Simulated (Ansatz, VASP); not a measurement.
**Al: VASP beside Ansatz**

INCAR

```
  ALGO = Normal
  EDIFF = 1E-6
  ENCUT = 520
  GGA = PE
  ISIF = 2
  ISMEAR = -1
  LASPH = T
  LCHARG = T
  LELF = T
  LREAL = F
  LVHAR = T
  LWAVE = F
  NBANDS = 8
  NELM = 80
  PREC = Accurate
  SIGMA = 0.05
```

The input KPOINTS:

```
k-points
0
Gamma
  18 18 18
```

Contents of POSCAR:

```
Al
1.0
    0.0000000000      1.4888441880      1.4888441880
    1.4888441880      0.0000000000      1.4888441880
    1.4888441880      1.4888441880      0.0000000000
Al
1
Direct
    0.0000000000      0.0000000000      0.0000000000
```

Input for Ansatz:

```yaml
crystal:
  lattice:
    - [0.0, 1.488844188, 1.488844188]
    - [1.488844188, 0.0, 1.488844188]
    - [1.488844188, 1.488844188, 0.0]
  atoms:
    - { symbol: Al, position: [0.0, 0.0, 0.0] }
kpoints:
  mp_grid: { grid: [18, 18, 18] }
  band_path:
    path:
      - [0.0, 0.0, 0.0]
      - [0.5, 0.0, 0.5]
      - [0.625, 0.25, 0.625]
      - [0.375, 0.375, 0.75]
      - [0.0, 0.0, 0.0]
      - [0.5, 0.5, 0.5]
      - [0.5, 0.25, 0.75]
      - [0.5, 0.0, 0.5]
    npoints: 8
scf:
  occupations: { method: fermi_dirac, width: 0.05 }
hamiltonian:
  xc: pbe
  pseudopotentials: { kind: all_electron, lapw: { basis_error: 0.001 } }
output:
  forces: true
  stress: true
  eigenvalues: true
  populations: true
  dos: { projected: true, de: 0.2, e_range: [-14, 8] }
```

Change from the starting cell: volume scaled by 0.4, LAPW.

Alike in both runs: task single point; functional PBE; k mesh 18 × 18 × 18; occupations fermi-dirac, width 0.05 eV; no spin polarisation.

|  | VASP | Ansatz |
| --- | --- | --- |
| version | VASP 6.6.1 | Ansatz 0.2.0 |
| potentials or method | VASP PAW PBE potentials, release 64 (Al) | all-electron LAPW, scalar-relativistic |
| plane-wave cutoff (eV) | 520 | see its input |

|  | VASP | Ansatz | Ansatz less VASP |
| --- | --- | --- | --- |
| pressure (GPa) | 473.4 | 466.8 | -6.60 |

Ansatz ran all-electron here, so the differences hold the error of VASP's frozen core and of both bases.

Caveats: the cell as given lies far from equilibrium; so large a pressure means that the cell lies far from this level's equilibrium, or that cutoff or potentials fall short (VASP).
